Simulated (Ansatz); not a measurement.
## O on Ta(100): change of the work function

Aim: the work function of Ta(100) at several coverages of O (top site), and the dipole that each adsorbate carries.

Main program and level: Ansatz 0.2.0; plane-wave DFT, RPBE, Ansatz PAW.

## (1) The starting structure

The cell holds 5 atoms: 5 Ta. Cell: a = 3.310 Å, b = 3.310 Å, c = 24.620 Å, α = 90.0°, β = 90.0°, γ = 90.0°. Vacuum lies along c.

## (2) The clean slab

The bare slab comes first, as the zero from which every change is counted. The two lowest layers are held at bulk places and the upper ones relax. The dipole correction removes the false field that a one-sided slab makes across the periodic vacuum, so each face gets a flat vacuum level of its own.

Contents of input.yaml:

```yaml
crystal:
  lattice:
    - [3.31, 0.0, 0.0]
    - [0.0, 3.31, 0.0]
    - [0.0, 0.0, 24.62]
  atoms:
    - { symbol: Ta, position: [0.0, 0.0, 0.3655564582] }
    - { symbol: Ta, position: [0.5, 0.5, 0.4327782291] }
    - { symbol: Ta, position: [0.0, 0.0, 0.5] }
    - { symbol: Ta, position: [0.5, 0.5, 0.5672217709] }
    - { symbol: Ta, position: [0.0, 0.0, 0.6344435418] }
kpoints:
  mp_grid: { grid: [9, 9, 1] }
hamiltonian:
  xc: rpbe
scf:
  occupations: { method: fermi_dirac, width: 0.1 }
  convergence: { dr2_threshold: 1.0e-08 }
efield:
  axis: 3
  dipole_correction: true
  ramp_position: 0.97
  ramp_width: 0.06
relax:
  f_tol: 0.02
  max_steps: 60
  constraints: [{ sites: [0, 1] }]
output:
  write_potential: true
  write_density: true
  volumetric_format: npy
```

Started as:

```
ansatz run input.yaml --threads 4 --pin off --max-ram 12288MiB --backend cpu --events-out ev --progress --plain --runs-dir out
```

Numbers of over 12 decimals in the logs are rounded to 6 here.

The log of the run:

```text
Engine: ansatz 0.2.0, aarch64-unknown-linux-gnu
Pseudopotentials: kind: paw
Pseudopotential: Ta, paw, valence charge 13, recommended cutoff 420 eV (normal), Ta.paw.azcp
Functional definition: RPBE
  parameter kappa = 0.804
  parameter beta = 0.066725
  exchange = rpbe_x(kappa = kappa, mu = beta*pi^2/3)
  correlation = pbe_c(beta = beta)
Crystal: 5 atoms, lattice volume = 269.739 Å³
Basis set: ecut = 420 eV, 5323 PW (Γ), exchange–correlation on 48×48×360 points (8 copies of the dense FFT grid, shifted against one another)
Bands: 39, of which v1, the nominal top of the filled ones, is band 33 counted from 1 (32 counted from 0)
Symmetry: 8 space group operations
k-points: 15 of 81
Non-local potential: Ta, projectors of the file, l = 0: 3, l = 1: 2, l = 2: 2, l = 3: 1
PAW form: soft (Blöchl's): semilocal exchange-correlation on the pseudo side does not see the compensation charge
PAW frozen core: Ta, regenerated for the run's functional, and the local potential with it (the file was generated under x = pbe(κ = 0.804, μ = 0.219515), c = pbe(β = 0.066725))
PAW one-centre angular grid: Ta, 590 points (default); XC on 64 Gauss nodes
Initial density: superposition of atomic densities (neutral atoms: chi_scale 0, normalization atom), corrected by the library's trained network
Initial wavefunctions: pseudopotential atomic-orbital guess
Functional: x = rpbe, c = pbe(β = 0.066725)
SCF iter   1: F=—  HF=-49720.703390 eV  |F-HF|=—  |Δ(HF+E_count)|=         —  Δρ=7.91e-3  dr2=2.35e0  ethr=1.77e-3  p=-0.000 e·Å  D=-5.18e-14 V/Å  ΔV_dip=0.00 eV  dr2_dipole=5.46e-8  V_vac-E_F(+/−)=3.96/3.96 eV  ⟨swp⟩=8.3  Hψ=2781  notcnv=0
efield: sawtooth ramp at fractional position 0.9700 (set: `efield.ramp_position`, or a place that a band, a saddle search or an elastic batch's reference lends), width 0.0600; the density the first Hamiltonian is built on has a dipole p = -0.000 e·Å; the dipole correction subtracts the counter field D = -5.18e-14 V/Å, which shifts the + side's vacuum level by +0.00 eV against the − side's; the planar-averaged density in the ramp window peaks in size at 2.5e-5 e/Å³
preconditioner: auto → LDOS  [metal: Δε(μ)=0.033 eV  Ē_g=3.342 eV  σ=0.100 eV  W_gap=0.08  n_scr=44 (ndim 8)  ℏωp=11.3 eV  f_vac=0.563  D(μ)=4.93/eV (n_scr^D=14)  β→1.0]
SCF iter   2: F=—  HF=-49720.637330 eV  |F-HF|=—  |Δ(HF+E_count)|=   6.61e-2  Δρ=4.55e-3  dr2=7.83e-1  ethr=1.77e-3  p=-0.000 e·Å  D=-7.91e-6 V/Å  ΔV_dip=0.00 eV  dr2_dipole=4.20e-9  V_vac-E_F(+/−)=3.71/3.71 eV  ⟨swp⟩=3.2  Hψ=883  notcnv=0
SCF iter   3: F=—  HF=-49720.612837 eV  |F-HF|=—  |Δ(HF+E_count)|=   2.45e-2  Δρ=7.13e-4  dr2=3.14e-3  ethr=1.20e-3  p=-0.000 e·Å  D=-8.21e-6 V/Å  ΔV_dip=0.00 eV  dr2_dipole=5.55e-10  V_vac-E_F(+/−)=3.80/3.80 eV  ⟨swp⟩=2.4  Hψ=670  notcnv=0
SCF iter   4: F=—  HF=-49720.614217 eV  |F-HF|=—  |Δ(HF+E_count)|=   1.38e-3  Δρ=2.87e-4  dr2=6.51e-4  ethr=4.83e-6  p=-0.000 e·Å  D=-2.55e-6 V/Å  ΔV_dip=0.00 eV  dr2_dipole=2.42e-10  V_vac-E_F(+/−)=3.80/3.80 eV  ⟨swp⟩=2.8  Hψ=860  notcnv=0
SCF iter   5: F=—  HF=-49720.614283 eV  |F-HF|=—  |Δ(HF+E_count)|=   6.65e-5  Δρ=8.62e-5  dr2=7.37e-5  ethr=1.00e-6  p=-0.000 e·Å  D=-1.52e-6 V/Å  ΔV_dip=0.00 eV  dr2_dipole=4.99e-11  V_vac-E_F(+/−)=3.81/3.81 eV  ⟨swp⟩=2.0  Hψ=773  notcnv=0
SCF iter   6: F=—  HF=-49720.614280 eV  |F-HF|=—  |Δ(HF+E_count)|=   2.64e-6  Δρ=2.54e-5  dr2=1.72e-5  ethr=1.13e-7  p=-0.000 e·Å  D=-7.03e-7 V/Å  ΔV_dip=0.00 eV  dr2_dipole=2.83e-11  V_vac-E_F(+/−)=3.82/3.82 eV  ⟨swp⟩=2.1  Hψ=795  notcnv=0
SCF iter   7: F=—  HF=-49720.614279 eV  |F-HF|=—  |Δ(HF+E_count)|=   1.82e-6  Δρ=9.80e-6  dr2=7.36e-7  ethr=2.64e-8  p=-0.000 e·Å  D=-6.77e-8 V/Å  ΔV_dip=0.00 eV  dr2_dipole=1.00e-12  V_vac-E_F(+/−)=3.82/3.82 eV  ⟨swp⟩=2.1  Hψ=772  notcnv=0
SCF iter   8: F=—  HF=-49720.614350 eV  |F-HF|=—  |Δ(HF+E_count)|=   7.15e-5  Δρ=2.55e-6  dr2=3.33e-8  ethr=1.13e-9  p=0.000 e·Å  D=3.36e-9 V/Å  ΔV_dip=-0.00 eV  dr2_dipole=1.02e-13  V_vac-E_F(+/−)=3.82/3.82 eV  ⟨swp⟩=2.5  Hψ=1045  notcnv=0
SCF iter   9: F=-49720.614350 eV  HF=-49720.614350 eV  |F-HF|=3.35e-9  |Δ(HF+E_count)|=   5.25e-8  Δρ=7.70e-7  dr2=4.61e-9  ethr=1.54e-11  p=0.000 e·Å  D=2.20e-9 V/Å  ΔV_dip=-0.00 eV  dr2_dipole=6.44e-14  V_vac-E_F(+/−)=3.82/3.82 eV  ⟨swp⟩=11.4  Hψ=4492  notcnv=0
SCF 1 converged in 9 iterations: F = -49720.614350 eV  dr2 = 4.61e-9
  greatest PAW one-centre occupation: 0.999 electrons in one spin orbital (limit 2), on the Ta atom at site 3 (counted from 0), in its partial waves of l = 0
relax step   1: F+E_penalty+E_count = -49720.61435008 eV  Δ(F+E_penalty+E_count) = +0.000e0 eV  max|allowed force component| = 1.437e0 eV/Å  Δτ_max = 0.0000 Å  (9 SCF iters, accepted)
Initial density: handed on by an earlier stage of this run
Initial wavefunctions: those handed on with the density
SCF iter   1: F=—  HF=-49720.981109 eV  |F-HF|=—  |Δ(HF+E_count)|=         —  Δρ=1.62e-2  dr2=8.08e0  ethr=3.10e-3  p=-0.000 e·Å  D=-1.82e-7 V/Å  ΔV_dip=0.00 eV  dr2_dipole=1.58e0  V_vac-E_F(+/−)=3.92/3.92 eV  ⟨swp⟩=6.7  Hψ=1731  notcnv=0
efield: sawtooth ramp at fractional position 0.9700 (set: `efield.ramp_position`, or a place that a band, a saddle search or an elastic batch's reference lends), width 0.0600; the density the first Hamiltonian is built on has a dipole p = -0.000 e·Å; the dipole correction subtracts the counter field D = -1.82e-7 V/Å, which shifts the + side's vacuum level by +0.00 eV against the − side's; the planar-averaged density in the ramp window peaks in size at 1.4e-6 e/Å³
preconditioner: auto → LDOS  [metal: Δε(μ)=0.038 eV  Ē_g=3.364 eV  σ=0.100 eV  W_gap=0.09  n_scr=44 (ndim 8)  ℏωp=11.3 eV  f_vac=0.567  D(μ)=5.02/eV (n_scr^D=14)  β→1.0]
SCF iter   2: F=—  HF=-49720.689292 eV  |F-HF|=—  |Δ(HF+E_count)|=   2.92e-1  Δρ=6.95e-3  dr2=7.40e-1  ethr=3.10e-3  p=0.010 e·Å  D=6.54e-3 V/Å  ΔV_dip=-0.16 eV  dr2_dipole=5.38e-3  V_vac-E_F(+/−)=3.72/3.88 eV  ⟨swp⟩=3.2  Hψ=1018  notcnv=0
SCF iter   3: F=—  HF=-49720.648213 eV  |F-HF|=—  |Δ(HF+E_count)|=   4.11e-2  Δρ=2.59e-3  dr2=1.11e-1  ethr=1.14e-3  p=0.010 e·Å  D=6.43e-3 V/Å  ΔV_dip=-0.16 eV  dr2_dipole=1.85e-3  V_vac-E_F(+/−)=3.69/3.85 eV  ⟨swp⟩=2.8  Hψ=898  notcnv=0
SCF iter   4: F=—  HF=-49720.638055 eV  |F-HF|=—  |Δ(HF+E_count)|=   1.02e-2  Δρ=3.85e-4  dr2=1.79e-3  ethr=1.70e-4  p=0.013 e·Å  D=8.49e-3 V/Å  ΔV_dip=-0.21 eV  dr2_dipole=1.07e-4  V_vac-E_F(+/−)=3.63/3.84 eV  ⟨swp⟩=2.3  Hψ=789  notcnv=0
[...]
SCF iter   3: F=—  HF=-49720.740309 eV  |F-HF|=—  |Δ(HF+E_count)|=   2.55e-2  Δρ=1.22e-3  dr2=3.70e-2  ethr=9.13e-4  p=0.015 e·Å  D=1.00e-2 V/Å  ΔV_dip=-0.25 eV  dr2_dipole=4.93e-3  V_vac-E_F(+/−)=3.59/3.84 eV  ⟨swp⟩=2.5  Hψ=790  notcnv=0
SCF iter   4: F=—  HF=-49720.737440 eV  |F-HF|=—  |Δ(HF+E_count)|=   2.87e-3  Δρ=2.04e-4  dr2=4.70e-4  ethr=5.70e-5  p=0.014 e·Å  D=9.33e-3 V/Å  ΔV_dip=-0.23 eV  dr2_dipole=4.41e-5  V_vac-E_F(+/−)=3.61/3.84 eV  ⟨swp⟩=2.0  Hψ=765  notcnv=0
SCF iter   5: F=—  HF=-49720.737335 eV  |F-HF|=—  |Δ(HF+E_count)|=   1.05e-4  Δρ=8.43e-5  dr2=8.19e-5  ethr=7.23e-7  p=0.012 e·Å  D=8.30e-3 V/Å  ΔV_dip=-0.20 eV  dr2_dipole=2.52e-6  V_vac-E_F(+/−)=3.63/3.84 eV  ⟨swp⟩=3.0  Hψ=944  notcnv=0
SCF iter   6: F=—  HF=-49720.737308 eV  |F-HF|=—  |Δ(HF+E_count)|=   2.72e-5  Δρ=2.62e-5  dr2=9.91e-6  ethr=1.26e-7  p=0.012 e·Å  D=7.81e-3 V/Å  ΔV_dip=-0.19 eV  dr2_dipole=2.71e-6  V_vac-E_F(+/−)=3.64/3.84 eV  ⟨swp⟩=2.1  Hψ=769  notcnv=0
SCF iter   7: F=—  HF=-49720.737384 eV  |F-HF|=—  |Δ(HF+E_count)|=   7.65e-5  Δρ=5.80e-6  dr2=2.70e-7  ethr=1.52e-8  p=0.011 e·Å  D=7.50e-3 V/Å  ΔV_dip=-0.18 eV  dr2_dipole=1.28e-8  V_vac-E_F(+/−)=3.65/3.84 eV  ⟨swp⟩=2.1  Hψ=807  notcnv=0
SCF iter   8: F=—  HF=-49720.737384 eV  |F-HF|=—  |Δ(HF+E_count)|=   1.99e-7  Δρ=2.51e-6  dr2=2.75e-8  ethr=4.16e-10  p=0.011 e·Å  D=7.45e-3 V/Å  ΔV_dip=-0.18 eV  dr2_dipole=1.25e-9  V_vac-E_F(+/−)=3.65/3.84 eV  ⟨swp⟩=2.5  Hψ=1092  notcnv=0
SCF iter   9: F=-49720.737385 eV  HF=-49720.737385 eV  |F-HF|=1.41e-9  |Δ(HF+E_count)|=   2.31e-8  Δρ=9.10e-7  dr2=5.96e-9  ethr=1.54e-11  p=0.011 e·Å  D=7.43e-3 V/Å  ΔV_dip=-0.18 eV  dr2_dipole=3.82e-10  V_vac-E_F(+/−)=3.65/3.84 eV  ⟨swp⟩=11.4  Hψ=4467  notcnv=0
SCF 3 converged in 9 iterations: F = -49720.737385 eV  dr2 = 5.96e-9
relax step   3: F+E_penalty+E_count = -49720.73738451 eV  Δ(F+E_penalty+E_count) = -9.968e-2 eV  max|allowed force component| = 7.030e-2 eV/Å  Δτ_max = 0.1163 Å  (9 SCF iters, accepted)
SCF iter   1: F=—  HF=-49720.738097 eV  |F-HF|=—  |Δ(HF+E_count)|=         —  Δρ=7.41e-4  dr2=2.04e-2  ethr=4.56e-4  p=0.011 e·Å  D=7.43e-3 V/Å  ΔV_dip=-0.18 eV  dr2_dipole=3.98e-3  V_vac-E_F(+/−)=3.65/3.84 eV  ⟨swp⟩=1.7  Hψ=854  notcnv=0
efield: sawtooth ramp at fractional position 0.9700 (set: `efield.ramp_position`, or a place that a band, a saddle search or an elastic batch's reference lends), width 0.0600; the density the first Hamiltonian is built on has a dipole p = 0.011 e·Å; the dipole correction subtracts the counter field D = 7.43e-3 V/Å, which shifts the + side's vacuum level by -0.18 eV against the − side's; the planar-averaged density in the ramp window peaks in size at 4.5e-6 e/Å³
preconditioner: auto → LDOS  [metal: Δε(μ)=0.017 eV  Ē_g=3.315 eV  σ=0.100 eV  W_gap=0.04  n_scr=44 (ndim 8)  ℏωp=11.3 eV  f_vac=0.566  D(μ)=4.89/eV (n_scr^D=14)  β→1.0]
SCF iter   2: F=—  HF=-49720.737769 eV  |F-HF|=—  |Δ(HF+E_count)|=   3.27e-4  Δρ=3.62e-4  dr2=4.17e-3  ethr=3.14e-5  p=0.011 e·Å  D=7.16e-3 V/Å  ΔV_dip=-0.18 eV  dr2_dipole=3.28e-5  V_vac-E_F(+/−)=3.66/3.84 eV  ⟨swp⟩=1.0  Hψ=705  notcnv=0
SCF iter   3: F=—  HF=-49720.737608 eV  |F-HF|=—  |Δ(HF+E_count)|=   1.61e-4  Δρ=1.07e-4  dr2=3.18e-4  ethr=6.41e-6  p=0.011 e·Å  D=7.47e-3 V/Å  ΔV_dip=-0.18 eV  dr2_dipole=3.98e-5  V_vac-E_F(+/−)=3.65/3.84 eV  ⟨swp⟩=2.0  Hψ=665  notcnv=0
SCF iter   4: F=—  HF=-49720.737594 eV  |F-HF|=—  |Δ(HF+E_count)|=   1.40e-5  Δρ=1.85e-5  dr2=4.55e-6  ethr=4.90e-7  p=0.011 e·Å  D=7.53e-3 V/Å  ΔV_dip=-0.19 eV  dr2_dipole=1.50e-7  V_vac-E_F(+/−)=3.65/3.84 eV  ⟨swp⟩=2.1  Hψ=769  notcnv=0
SCF iter   5: F=—  HF=-49720.737649 eV  |F-HF|=—  |Δ(HF+E_count)|=   5.47e-5  Δρ=6.86e-6  dr2=5.42e-7  ethr=7.01e-9  p=0.011 e·Å  D=7.60e-3 V/Å  ΔV_dip=-0.19 eV  dr2_dipole=1.33e-8  V_vac-E_F(+/−)=3.65/3.84 eV  ⟨swp⟩=2.9  Hψ=941  notcnv=0
SCF iter   6: F=—  HF=-49720.737649 eV  |F-HF|=—  |Δ(HF+E_count)|=   1.04e-7  Δρ=2.29e-6  dr2=8.29e-8  ethr=8.34e-10  p=0.011 e·Å  D=7.64e-3 V/Å  ΔV_dip=-0.19 eV  dr2_dipole=3.34e-8  V_vac-E_F(+/−)=3.65/3.84 eV  ⟨swp⟩=2.1  Hψ=767  notcnv=0
SCF iter   7: F=-49720.737649 eV  HF=-49720.737649 eV  |F-HF|=1.18e-9  |Δ(HF+E_count)|=   1.14e-8  Δρ=6.40e-7  dr2=3.17e-9  ethr=1.54e-11  p=0.011 e·Å  D=7.66e-3 V/Å  ΔV_dip=-0.19 eV  dr2_dipole=9.16e-10  V_vac-E_F(+/−)=3.65/3.84 eV  ⟨swp⟩=9.5  Hψ=4626  notcnv=0
SCF 4 converged in 7 iterations: F = -49720.737649 eV  dr2 = 3.17e-9
relax step   4: F+E_penalty+E_count = -49720.73764907 eV  Δ(F+E_penalty+E_count) = -2.646e-4 eV  max|allowed force component| = 6.443e-3 eV/Å  Δτ_max = 0.0100 Å  (7 SCF iters, accepted)
NSCF: frozen V_eff on 15 k-points
the band table was solved once a step of the walk had ended and its energy, with any forces and stress, was formed, with the checks that follow a solve (2662 applications of the Hamiltonian). They found nothing against the state; the energy, forces and stress were not computed again (output.eigenvalues in the input reference)
WARN: The output density's exchange-correlation potential varies sharply where the density is thin. Do not read a vacuum level from v_tot or v_xc, or from such a field of the output density. On a cell that repeats whose density bears no net charge and no dipole along the vacuum's axis use v_es (v_loc + v_h of the components); under efield.dipole_correction with no amplitude use v_es + v_field, which holds any externa [...]
SCF converged after 7 iterations
Free energy (F): -49720.737649 eV
Harris-Foulkes:  -49720.737649 eV  (|F-HF|=1.18e-9)
Internal energy: -49720.572836 eV  (E = F + TS)
E sigma→0 (E₀):  -49720.655243 eV
Entropy (-TS):   -0.164813 eV (-32.963 meV/atom)
Fermi energy:    4.026148 eV
Dipole field:    D = 0.007699 V/Å  (p = 0.011477 e·Å, saw-weighted, corrected)
Work function:   Φ+ = 3.6485 eV   Φ− = 3.8381 eV
Levels:          The Fermi level and band energies are counted from a zero that moves with the ramp; work functions are not
--- Per-component energies (eV) ---
  E_band       = -1492.615626
  E_kinetic    = 1819.091786
  E_local      = -66652.226504  (includes V_loc(G=0)·N_el)
  E_nonlocal   = 68.903331
  E_hartree    = 32420.715008
  E_xc         = -1087.981451
  E_vxc        = -1011.453062  (∫ρ·V_xc dr)
  E_paw        = -42042.891230  (= ΣΔE_a)
  E_vpaw       = -558.348088  (= ΣTr[D̂ρ^β])
  E_aug_tail   = 0.000727  (compensation charges beyond the density's cutoff)
  E_efield     = 0.000044  (sawtooth field / dipole correction)
  E_vefield    = -0.003229  (∫n·V_field dr)
  E_ewald      = 25753.954586
  E_core_change = -0.139133  (= ΣΔE_core)
  E_smearing   = -0.164813  (= −TS)
  E_closure    = -0.000000  (closes the sum)
  Σ components = -49720.737649   (vs F -49720.737649, Δ=0.00e0)
--- Forces (eV/Å), atoms counted from 1 ---
  atom   1  Ta    -0.00000000     0.00000000     1.16359862
  atom   2  Ta     0.00000000     0.00000000    -1.15722321
  atom   3  Ta     0.00000000     0.00000000     0.00297544
  atom   4  Ta    -0.00000000     0.00000000    -0.00291385
  atom   5  Ta     0.00000000     0.00000000    -0.00644254
  max |Σ_I F_I| component: 5.55e-6 eV/Å
--- Band table (eV; the first three rows and the last of 15) ---
  k-point 0: bands = [... 29 lower, 4.0449, 4.4675, 4.4675, 4.6687, 4.6687, 4.6830, 5.0663, 5.1491, ... 2 higher]
  k-point 1: bands = [... 29 lower, 3.9778, 4.0495, 4.2262, 4.2925, 4.6884, 4.7483, 4.8269, 5.0278, ... 2 higher]
  k-point 2: bands = [... 29 lower, 3.3869, 3.6126, 3.7918, 4.2423, 4.3329, 4.4898, 5.1222, 5.4147, ... 2 higher]
  k-point 14: bands = [... 29 lower, 2.7546, 2.8098, 3.6686, 3.8380, 5.6192, 5.7458, 5.9604, 5.9645, ... 2 higher]
--- Relaxed structure (4 steps of the walk, 4 accepted, 0 SCFs on fresh bases) ---
  F+E_penalty+E_count = -49720.73764907 eV   max|allowed force component| = 6.443e-3 eV/Å
  atoms:
    - { symbol: Ta, position: [0.0, 0.0, 0.3655564582] }
    - { symbol: Ta, position: [0.5, 0.5, 0.4327782291] }
    - { symbol: Ta, position: [0, 0.0, 0.501475] }
    - { symbol: Ta, position: [0.5, 0.5, 0.570892] }
    - { symbol: Ta, position: [0, 0.0, 0.630644] }
```

It took 12 s on 4 threads of Arm Neoverse V2, shared host; peak memory 0.73 GiB; 45 s of CPU time.

Step by step:

```
step  energy less that of the first step (eV)  largest force component (eV/Å)
   1                                   0.0000                          1.4372
   2                                  -0.0234                          1.6087
   3                                  -0.1230                          0.0703
   4                                  -0.1233                          0.0064
```

Forces are held to the 8 operations that the run works with; a distortion that breaks them can't arise in this run.

The atoms that moved most (Å):

```
atom     dx     dy      dz  length
 Ta5  0.000  0.000  -0.094   0.094
 Ta4  0.000  0.000   0.090   0.090
 Ta3  0.000  0.000   0.036   0.036
```

The relaxed structure:

```xyz
5
Lattice="3.3100 0.0000 0.0000 0.0000 3.3100 0.0000 0.0000 0.0000 24.6200" Properties=species:S:1:pos:R:3
Ta    0.0000    0.0000    9.0000
Ta    1.6550    1.6550   10.6550
Ta    0.0000    0.0000   12.3463
Ta    1.6550    1.6550   14.0554
Ta    0.0000    0.0000   15.5265
```

Numbers from this step:

```
energy at zero smearing        : -49720.6552 eV
work function, upper face      : 3.649 eV
work function, lower face      : 3.838 eV
dipole along the normal        : 0.01148 e·Å
step between the vacuum levels : -0.1896 eV
```

Running mean over 1.655 Å of the planar mean; the ramp of the sawtooth is left out. The electron's electrostatic potential energy less the Fermi level by z:

```
z (Å)  electron's electrostatic potential energy less the Fermi level (eV)
    4                                                                 3.84
    5                                                                 3.82
    6                                                                 3.71
    7                                                                 2.85
    8                                                                -2.72
    9                                                                -9.86
   10                                                                -10.2
   11                                                                -9.98
   12                                                                -9.97
   13                                                                -9.74
   14                                                                -10.5
   15                                                                -11.8
   16                                                                -7.59
   17                                                                0.917
   18                                                                 3.30
   19                                                                 3.60
   20                                                                 3.64
   21                                                                 3.65
```

The relaxation took 4 steps and lowered the energy by 0.12 eV; the largest force on the free atoms ends at 0.0064 eV/Å.

The work function of the upper face is 3.65 eV.

[end of part 1 of 5]

[Logs are printed without paths, hosts, clocks, repeated set-up lines and the standing remarks that a program may print on its own settings, such as how far it seeks lower states.]

[Hosts, paths, dates, database ids (printed as entryN), source tags and the programs' standing remarks are cut or masked in the printed files.]

[Maps of the electrostatic potential energy from Ansatz leave out the sawtooth potential of an applied field or a dipole correction, so their vacuum need not be flat; planar profiles and work functions include it.]
